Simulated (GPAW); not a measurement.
# Ni (Fm-3m) in GPAW: reference runs

Aim: a first look at Ni with PBE, on the cell as given and on a disturbed one.

All numbers are computed with GPAW 26.7.0; they aren't measurements. Logs are shortened: lines on timing, memory, paths and dates and some standing lists are left out, and cuts for length are marked. The log counts tension as positive stress, the text compression.

## Step 1: The structure

Symmetry: Fm-3m, No. 225, cubic system. Conventional cell: a = 3.475 Å, b = 3.475 Å, c = 3.475 Å, α = 90.00°, β = 90.00°, γ = 90.00°. Around Ni (site symmetry m-3m) lie 12 Ni at 2.46 Å.

## Step 2: Single point, PBE, collinear spin, ferromagnetic start

run.py

```python
from ase import Atoms
from ase.dft.bandgap import bandgap
from ase.io import write
from ase.units import GPa
from gpaw import GPAW, PW

atoms = Atoms(['Ni'],
              cell=[[0.0, 1.737572933, 1.737572933],
                    [1.737572933, 0.0, 1.737572933],
                    [1.737572933, 1.737572933, 0.0]],
              scaled_positions=[[0.0, 0.0, 0.0]],
              pbc=True)
atoms.set_initial_magnetic_moments([1.0])

calc = GPAW(mode=PW(600),
            xc='PBE',
            kpts={'size': (13, 13, 13), 'gamma': True},
            occupations={'name': 'fermi-dirac', 'width': 0.05},
            nbands=17,
            convergence={'density': 1e-05, 'energy': 1e-05},
            maxiter=150,
            txt='gpaw.txt')
atoms.calc = calc
energy = atoms.get_potential_energy()
forces = atoms.get_forces()
stress = atoms.get_stress()
calc.write('gs.gpw')
write('result.traj', atoms)
print(f'Energy: {energy:.6f} eV')
print('Forces (eV/A):')
print(forces.round(4))
print('Stress (GPa):', (stress / GPa).round(3))
print('Moments:', calc.get_magnetic_moments().round(3))
print('Fermi level:', round(calc.get_fermi_level(), 4), 'eV')
print(f'Gap: {bandgap(calc)[0]:.4f} eV, direct: {bandgap(calc, direct=True)[0]:.4f} eV')
```

Potentials or basis: GPAW PAW data sets (gpaw-data 1.2.1), pw.

Run with:

```sh
$ OMP_NUM_THREADS=1 python run.py
```

gpaw.txt:

```text
__  _  _
 | _ |_)|_||  |
 |__||  | ||/\| - 26.7.0

Input parameters:
  mode=PW(ecut=600.0),
  convergence={'density': 1e-05, 'energy': 1e-05},
  kpts=MonkhorstPack(size=(13, 13, 13), gamma=True),
  maxiter=150,
  nbands=17,
  occupations=Occupations(name='fermi-dirac', width=0.05),
  xc=XC(name='PBE')

Diagonalizing LCAO Hamiltonian
Converting LCAO to pw mode

       Ni

Atoms  # Å, Bohr magnetons
|   | symbol |        x |        y |        z |    initial magnetic moments |
|---|--------|----------|----------|----------|-----------------------------|
| 0 |     Ni | 0.000000 | 0.000000 | 0.000000 | ( 0.0000,  0.0000,  1.0000) |

Unit cell  # Å
| periodic |        x |        y |        z |  lengths |    angles |
|----------|----------|----------|----------|----------|-----------|
|      yes | 0.000000 | 1.737573 | 1.737573 | 2.457299 | 60.000000 |
|      yes | 1.737573 | 0.000000 | 1.737573 | 2.457299 | 60.000000 |
|      yes | 1.737573 | 1.737573 | 0.000000 | 2.457299 | 60.000000 |

Number of symmetries: 48
Symmetry operations  # r_c * U_cc + t_c -> r_c
|    | kind |            matrix            |
|----|------|------------------------------|
|  0 |  σ   |  1, 0, 0,  1, 0,-1,  1,-1, 0 |
|  1 |  C2  |  1, 0, 0,  1,-1, 0,  1, 0,-1 |
|  2 |  E   |  1, 0, 0,  0, 1, 0,  0, 0, 1 |
|  3 |  σ   |  1, 0, 0,  0, 0, 1,  0, 1, 0 |
|  4 |  C4  |  1, 0,-1,  1, 0, 0,  1,-1, 0 |
|  5 |  S6  |  1, 0,-1,  1,-1, 0,  1, 0, 0 |
|  6 |  σ   |  1, 0,-1,  0, 1,-1,  0, 0,-1 |
|  7 |  C3  |  1, 0,-1,  0, 0,-1,  0, 1,-1 |
|  8 |  S6  |  1,-1, 0,  1, 0, 0,  1, 0,-1 |
|  9 |  C4  |  1,-1, 0,  1, 0,-1,  1, 0, 0 |
| 10 |  C3  |  1,-1, 0,  0,-1, 1,  0,-1, 0 |
| 11 |  σ   |  1,-1, 0,  0,-1, 0,  0,-1, 1 |
| 12 |  σ   |  0, 1, 0,  1, 0, 0,  0, 0, 1 |
| 13 |  C4  |  0, 1, 0,  0, 1,-1, -1, 1, 0 |
| 14 |  C3  |  0, 1, 0,  0, 0, 1,  1, 0, 0 |
| 15 |  S6  |  0, 1, 0, -1, 1, 0,  0, 1,-1 |
| 16 |  C2  |  0, 1,-1,  1, 0,-1,  0, 0,-1 |
| 17 |  σ   |  0, 1,-1,  0, 1, 0, -1, 1, 0 |
| 18 |  S4  |  0, 1,-1,  0, 0,-1,  1, 0,-1 |
| 19 |  C4  |  0, 1,-1, -1, 1, 0,  0, 1, 0 |
| 20 |  C3  |  0, 0, 1,  1, 0, 0,  0, 1, 0 |
| 21 |  σ   |  0, 0, 1,  0, 1, 0,  1, 0, 0 |
| 22 |  S6  |  0, 0, 1,  0,-1, 1, -1, 0, 1 |
| 23 |  C4  |  0, 0, 1, -1, 0, 1,  0,-1, 1 |
| 24 |  S4  |  0, 0,-1,  1, 0,-1,  0, 1,-1 |
| 25 |  C3  |  0, 0,-1,  0, 1,-1,  1, 0,-1 |
| 26 |  C2  |  0, 0,-1,  0,-1, 0, -1, 0, 0 |
| 27 |  S6  |  0, 0,-1, -1, 0, 0,  0,-1, 0 |
| 28 |  S4  |  0,-1, 1,  1,-1, 0,  0,-1, 0 |
| 29 |  C4  |  0,-1, 1,  0, 0, 1, -1, 0, 1 |
| 30 |  C2  |  0,-1, 1,  0,-1, 0,  1,-1, 0 |
| 31 |  σ   |  0,-1, 1, -1, 0, 1,  0, 0, 1 |
| 32 |  C3  |  0,-1, 0,  1,-1, 0,  0,-1, 1 |
| 33 |  S6  |  0,-1, 0,  0, 0,-1, -1, 0, 0 |
| 34 |  S4  |  0,-1, 0,  0,-1, 1,  1,-1, 0 |
| 35 |  C2  |  0,-1, 0, -1, 0, 0,  0, 0,-1 |
| 36 |  C2  | -1, 1, 0,  0, 1, 0,  0, 1,-1 |
| 37 |  S6  | -1, 1, 0,  0, 1,-1,  0, 1, 0 |
| 38 |  S4  | -1, 1, 0, -1, 0, 1, -1, 0, 0 |
| 39 |  C3  | -1, 1, 0, -1, 0, 0, -1, 0, 1 |
| 40 |  S6  | -1, 0, 1,  0, 0, 1,  0,-1, 1 |
| 41 |  C2  | -1, 0, 1,  0,-1, 1,  0, 0, 1 |
| 42 |  C3  | -1, 0, 1, -1, 1, 0, -1, 0, 0 |
| 43 |  S4  | -1, 0, 1, -1, 0, 0, -1, 1, 0 |
| 44 |  C2  | -1, 0, 0,  0, 0,-1,  0,-1, 0 |
| 45 |  i   | -1, 0, 0,  0,-1, 0,  0, 0,-1 |
| 46 |  σ   | -1, 0, 0, -1, 1, 0, -1, 0, 1 |
| 47 |  C2  | -1, 0, 0, -1, 0, 1, -1, 1, 0 |

BZ-sampling:
  Number of BZ points: 2197
  Number of IBZ points: 84

  Monkhorst-Pack size: [13, 13, 13]
  Monkhorst-Pack shift: [0, 0, 0]

K-points  # in reciprocal-cell coordinates
|     |                                coordinates |     weight |
|-----|--------------------------------------------|------------|
|   0 | (  0.00000000,   0.00000000,   0.00000000) | 0.00045517 |
|   1 | (  0.07692308,   0.07692308,   0.00000000) | 0.00273100 |
|   2 | (  0.07692308,   0.07692308,   0.07692308) | 0.00364133 |
|   3 | (  0.15384615,   0.07692308,   0.07692308) | 0.00546199 |
|   4 | (  0.15384615,   0.15384615,   0.00000000) | 0.00273100 |
|   5 | (  0.15384615,   0.15384615,   0.07692308) | 0.01092399 |
|   6 | (  0.15384615,   0.15384615,   0.15384615) | 0.00364133 |
|   7 | (  0.23076923,   0.15384615,   0.07692308) | 0.01092399 |
|   8 | (  0.23076923,   0.15384615,   0.15384615) | 0.01092399 |
|   9 | (  0.23076923,   0.23076923,   0.00000000) | 0.00273100 |
| ... |                                            |            |
|  83 | (  0.46153846,   0.46153846,   0.46153846) | 0.00364133 |

Plane wave coefficients: 365
Cutoff: 600.0 eV

Spin-components: 2 (collinear spins)
Bands:           17
Projectors:      6
Spin-degeneracy: 1
Datatype:        complex128

Density:
  Valence electrons: 16.0
  Components: 2
  Grid points: [14 14 14]
  Charge: 0.0  # |e|

Potential:
  Grid points: [14 14 14]

species:
  Ni:
    name:    Nickel
    Z:       28.0
    valence: 16
    core:    12
    charge:  0.0  # [|e|]
    compensation charges:
      type: gauss
      rc: 0.36  # [Å]
      lmax: 2
    cutoffs:
      filter: 2.14  # [Å]
      core: 1.98  # [Å]
    projectors
    | kind |    occ | energy [eV] | rcut [Å] |
    |------|--------|-------------|----------|
    |   4s |  2.000 |      -5.642 |    1.164 |
    |   3p |  6.000 |     -71.394 |    1.207 |
    |   4p |  0.000 |      -1.226 |    1.207 |
    |   3d |  8.000 |      -8.875 |    1.138 |
    |    s |        |      21.570 |    1.164 |
    |    d |        |      18.337 |    1.138 |

    Using partial waves for Ni as LCAO basis

Reference energy: -41367.998447  # eV

eigensolver:
  PPCG
  Converge bands: occupied
  niter=2

density mixing:
  MSR1-Mixer
  Pratt-step length: 0.05
  Maximum mixing coefficient: 0.75
  Old densities: 10
  SVD Regularization: 0.005
  Good broyden scale: 1.0
  Trust region scale: 1.0
  Backstep threshold: 4.0
  History deletion threshold: 6.0
  Fourier metric: weight=20.0, sigma=0.015

occupation numbers:
  Fermi-Dirac:
    width: 0.0500  # eV

poisson solver:
  ecut: 4800.0  # eV

xc functional:
  name: PBE with 2 nearest neighbor stencil

convergence criteria:
- Maximum integral of absolute [dens]ity change: 1e-05 electrons / valence electron
- Maximum [total energy] change in last 3 cyles: 1e-05 eV / valence electron
- Maximum integral of absolute [eigenst]ate change: 4e-08 eV^2 / valence electron
maximum number of iterations: 150

SCF iterations
|iter     | |      energy | eigst |  dens |  magmom |
|---------|-|-------------|-------|-------|---------|
|iter:   1| |   -7.148876 | -0.03 |       |  +1.0009|
|iter:   2| |   -7.158306 | -2.95 | -1.46 |  +0.9842|
|iter:   3| |   -7.264879 | -2.65 | -1.49 |  +0.7605|
|iter:   4| |   -7.275334 | -3.08 | -1.81 |  +0.6167|
|iter:   5| |   -7.275272 | -4.71 | -2.51 |  +0.6359|
|iter:   6| |   -7.275315c| -6.67 | -3.38 |  +0.6342|
|iter:   7| |   -7.275351c| -6.46 | -3.67 |  +0.6328|
|iter:   8| |   -7.275357c| -7.82c| -4.21 |  +0.6327|
|iter:   9| |   -7.275361c| -7.90c| -4.49 |  +0.6327|
|iter:  10| |   -7.275361c| -8.01c| -4.90 |  +0.6327|
|iter:  11| |   -7.275361c| -8.39c| -5.32c|  +0.6327|

Converged in 11 steps
Energy contributions relative to reference atoms: (reference = -41367.998447)

Energy contributions:
  Kinetic:           8.019134
  Coulomb:          -5.816680
  Zero:              0.081097
  External:          0.000000
  Xc:               -9.552881
  Entropy:          -0.012060
  Spinorbit:         0.000000
  ----------------------------
  Free energy:      -7.281391
  Extrapolated:     -7.275361

dipole moment: (-7.127299, -7.127299, -7.127299)  # |e|*Ang

Total magnetic moment: (0.000000, 0.000000, 0.632672)

Local magnetic moments
|        x |        y |        z |
|----------|----------|----------|
| 0.000000 | 0.000000 | 0.667917 |  # Ni   0

Fermi level: 9.072
Eigenvalues  # (at kpt = [0.000, 0.000, 0.000])
| band index |      eig [eV] | occ [0-1] |      eig [eV] | occ [0-1] |
|------------|---------------|-----------|---------------|-----------|
|          0 |       -54.971 |     1.000 |       -54.144 |     1.000 |
|          1 |       -54.971 |     1.000 |       -54.144 |     1.000 |
|          2 |       -54.971 |     1.000 |       -54.144 |     1.000 |
|          3 |        -0.403 |     1.000 |        -0.436 |     1.000 |
|          4 |         6.467 |     1.000 |         7.235 |     1.000 |
|          5 |         6.467 |     1.000 |         7.235 |     1.000 |
[... 9 lines left out ...]
|         15 |        39.631 |     0.000 |        39.774 |     0.000 |
|         16 |        42.960 |     0.000 |        42.816 |     0.000 |

No gap
No difference between direct/indirect transitions

Forces  # eV/Ang
|       x |        y |        z |
|---------|----------|----------|
| 0.00000 | -0.00000 | -0.00000 |  # Ni   0

Stress tensor  # eV/Ang^3
|         x |         y |         z |
|-----------|-----------|-----------|
| -0.065883 | -0.000000 |  0.000000 |
| -0.000000 | -0.065883 | -0.000000 |
|  0.000000 | -0.000000 | -0.065883 |

# Writing to gs.gpw (mode='')
```

Wall time 8.9 s (1 thread of AMD EPYC 9R45 (Zen 5), shared host); peak memory 0.15 GiB.

What came out:

```
Free energy            : -7.2814 eV
Pressure               : 10.6 GPa
Band gap on the k mesh : none (metal or under the smearing width)
Net moment             : 0.63 μB per cell
Site moments           : Ni +0.67 μB
```

Caveat: the stock nickel data set gives pressures a few GPa off other programs.

## Step 3: Single point, PBE, collinear spin, ferromagnetic start (cell strained at random at fixed volume)

Edit run.py of step 2 so:

```diff
@@ -7,6 +7,6 @@
 atoms = Atoms(['Ni'],
-              cell=[[0.0, 1.737572933, 1.737572933],
-                    [1.737572933, 0.0, 1.737572933],
-                    [1.737572933, 1.737572933, 0.0]],
-              scaled_positions=[[0.0, 0.0, 0.0]],
+              cell=[[0.01655, 1.757251, 1.768239],
+                    [1.719118, 0.016332, 1.768457],
+                    [1.714474, 1.752825, 0.020976]],
+              scaled_positions=[[0.006509, 0.01144, -0.032895]],
               pbc=True)
```

Potentials or basis: GPAW PAW data sets (gpaw-data 1.2.1), pw.

Run with:

```sh
$ OMP_NUM_THREADS=1 python run.py
```

gpaw.txt:

```text
__  _  _
 | _ |_)|_||  |
 |__||  | ||/\| - 26.7.0

Input parameters:
  mode=PW(ecut=600.0),
  convergence={'density': 1e-05, 'energy': 1e-05},
  kpts=MonkhorstPack(size=(13, 13, 13), gamma=True),
  maxiter=150,
  nbands=17,
  occupations=Occupations(name='fermi-dirac', width=0.05),
  xc=XC(name='PBE')

Diagonalizing LCAO Hamiltonian
Converting LCAO to pw mode

       Ni

Atoms  # Å, Bohr magnetons
|   | symbol |         x |         y |        z |    initial magnetic moments |
|---|--------|-----------|-----------|----------|-----------------------------|
| 0 |     Ni | -0.036623 | -0.046034 | 0.031051 | ( 0.0000,  0.0000,  1.0000) |

Unit cell  # Å
| periodic |        x |        y |        z |  lengths |    angles |
|----------|----------|----------|----------|----------|-----------|
|      yes | 0.016550 | 1.757251 | 1.768239 | 2.492965 | 60.116718 |
|      yes | 1.719118 | 0.016332 | 1.768457 | 2.466389 | 59.029170 |
|      yes | 1.714474 | 1.752825 | 0.020976 | 2.451990 | 58.810307 |

Number of symmetries: 1
Symmetry operations  # r_c * U_cc + t_c -> r_c
|   | kind |            matrix            |
|---|------|------------------------------|
| 0 |  E   |  1, 0, 0,  0, 1, 0,  0, 0, 1 |

BZ-sampling:
  Number of BZ points: 2197
  Number of IBZ points: 1099

  Monkhorst-Pack size: [13, 13, 13]
  Monkhorst-Pack shift: [0, 0, 0]

K-points  # in reciprocal-cell coordinates
|      |                                coordinates |     weight |
|------|--------------------------------------------|------------|
|    0 | (  0.00000000,   0.00000000,   0.00000000) | 0.00045517 |
|    1 | (  0.00000000,   0.00000000,   0.07692308) | 0.00091033 |
|    2 | (  0.00000000,   0.00000000,   0.15384615) | 0.00091033 |
|    3 | (  0.00000000,   0.00000000,   0.23076923) | 0.00091033 |
|    4 | (  0.00000000,   0.00000000,   0.30769231) | 0.00091033 |
|    5 | (  0.00000000,   0.00000000,   0.38461538) | 0.00091033 |
|    6 | (  0.00000000,   0.00000000,   0.46153846) | 0.00091033 |
|    7 | (  0.00000000,   0.07692308,  -0.46153846) | 0.00091033 |
|    8 | (  0.00000000,   0.07692308,  -0.38461538) | 0.00091033 |
|    9 | (  0.00000000,   0.07692308,  -0.30769231) | 0.00091033 |
|  ... |                                            |            |
| 1098 | (  0.46153846,   0.46153846,   0.46153846) | 0.00091033 |

Plane wave coefficients: 360
Cutoff: 600.0 eV

Spin-components: 2 (collinear spins)
Bands:           17
Projectors:      6
Spin-degeneracy: 1
Datatype:        complex128

Density:
  Valence electrons: 16.0
  Components: 2
  Grid points: [15 14 14]
  Charge: 0.0  # |e|

Potential:
  Grid points: [15 14 14]

species:
  Ni:
    name:    Nickel
    Z:       28.0
    valence: 16
    core:    12
    charge:  0.0  # [|e|]
    compensation charges:
      type: gauss
      rc: 0.36  # [Å]
      lmax: 2
    cutoffs:
      filter: 2.14  # [Å]
      core: 1.98  # [Å]
    projectors
    | kind |    occ | energy [eV] | rcut [Å] |
    |------|--------|-------------|----------|
    |   4s |  2.000 |      -5.642 |    1.164 |
    |   3p |  6.000 |     -71.394 |    1.207 |
    |   4p |  0.000 |      -1.226 |    1.207 |
    |   3d |  8.000 |      -8.875 |    1.138 |
    |    s |        |      21.570 |    1.164 |
    |    d |        |      18.337 |    1.138 |

    Using partial waves for Ni as LCAO basis

Reference energy: -41367.998447  # eV

eigensolver:
  PPCG
  Converge bands: occupied
  niter=2

density mixing:
  MSR1-Mixer
  Pratt-step length: 0.05
  Maximum mixing coefficient: 0.75
  Old densities: 10
  SVD Regularization: 0.005
  Good broyden scale: 1.0
  Trust region scale: 1.0
  Backstep threshold: 4.0
  History deletion threshold: 6.0
  Fourier metric: weight=20.0, sigma=0.015

occupation numbers:
  Fermi-Dirac:
    width: 0.0500  # eV

poisson solver:
  ecut: 4800.0  # eV

xc functional:
  name: PBE with 2 nearest neighbor stencil

convergence criteria:
- Maximum integral of absolute [dens]ity change: 1e-05 electrons / valence electron
- Maximum [total energy] change in last 3 cyles: 1e-05 eV / valence electron
- Maximum integral of absolute [eigenst]ate change: 4e-08 eV^2 / valence electron
maximum number of iterations: 150

SCF iterations
|iter     | |      energy | eigst |  dens |  magmom |
|---------|-|-------------|-------|-------|---------|
|iter:   1| |   -7.145242 | -0.03 |       |  +1.0009|
|iter:   2| |   -7.154654 | -2.95 | -1.47 |  +0.9843|
|iter:   3| |   -7.261209 | -2.65 | -1.49 |  +0.7615|
|iter:   4| |   -7.271711 | -3.08 | -1.81 |  +0.6143|
|iter:   5| |   -7.271721 | -4.70 | -2.51 |  +0.6338|
|iter:   6| |   -7.271762c| -6.64 | -3.39 |  +0.6319|
|iter:   7| |   -7.271792c| -6.65 | -3.73 |  +0.6306|
|iter:   8| |   -7.271797c| -7.84c| -4.29 |  +0.6305|
|iter:   9| |   -7.271801c| -7.93c| -4.60 |  +0.6305|
|iter:  10| |   -7.271801c| -8.04c| -4.94 |  +0.6305|
|iter:  11| |   -7.271801c| -8.46c| -5.35c|  +0.6305|

Converged in 11 steps
Energy contributions relative to reference atoms: (reference = -41367.998447)

Energy contributions:
  Kinetic:           8.059615
  Coulomb:          -5.847101
  Zero:              0.081030
  External:          0.000000
  Xc:               -9.559331
  Entropy:          -0.012028
  Spinorbit:         0.000000
  ----------------------------
  Free energy:      -7.277815
  Extrapolated:     -7.271801

dipole moment: (-0.206766, -0.248039, -7.070946)  # |e|*Ang

Total magnetic moment: (0.000000, 0.000000, 0.630500)

Local magnetic moments
|        x |        y |        z |
|----------|----------|----------|
| 0.000000 | 0.000000 | 0.665860 |  # Ni   0

Fermi level: 9.071
Eigenvalues  # (at kpt = [0.000, 0.000, 0.000])
| band index |      eig [eV] | occ [0-1] |      eig [eV] | occ [0-1] |
|------------|---------------|-----------|---------------|-----------|
|          0 |       -54.979 |     1.000 |       -54.149 |     1.000 |
|          1 |       -54.969 |     1.000 |       -54.143 |     1.000 |
|          2 |       -54.955 |     1.000 |       -54.135 |     1.000 |
|          3 |        -0.403 |     1.000 |        -0.436 |     1.000 |
|          4 |         6.362 |     1.000 |         7.130 |     1.000 |
|          5 |         6.460 |     1.000 |         7.228 |     1.000 |
[... 9 lines left out ...]
|         15 |        39.974 |     0.000 |        40.119 |     0.000 |
|         16 |        42.952 |     0.000 |        42.809 |     0.000 |

No gap
No difference between direct/indirect transitions

Forces  # eV/Ang
|       x |        y |       z |
|---------|----------|---------|
| 0.00000 | -0.00000 | 0.00000 |  # Ni   0

Stress tensor  # eV/Ang^3
|         x |         y |         z |
|-----------|-----------|-----------|
| -0.079548 |  0.007386 |  0.012557 |
|  0.007386 | -0.063202 |  0.010452 |
|  0.012557 |  0.010452 | -0.057046 |

# Writing to gs.gpw (mode='')
```

Wall time 1.7 min (1 thread of AMD EPYC 9R45 (Zen 5), shared host); peak memory 0.43 GiB.

What came out:

* Free energy: -7.2778 eV
* Pressure: 10.7 GPa
* Band gap on the k mesh: none (metal or under the smearing width)
* Net moment: 0.63 μB per cell
* Site moments: Ni +0.67 μB

Stress tensor (GPa, compression positive):
```
12.74 -1.18 -2.01
-1.18 10.13 -1.67
-2.01 -1.67  9.14
```

Caveat: the stock nickel data set gives pressures a few GPa off other programs.

(Part 1 of 2 ends here.)
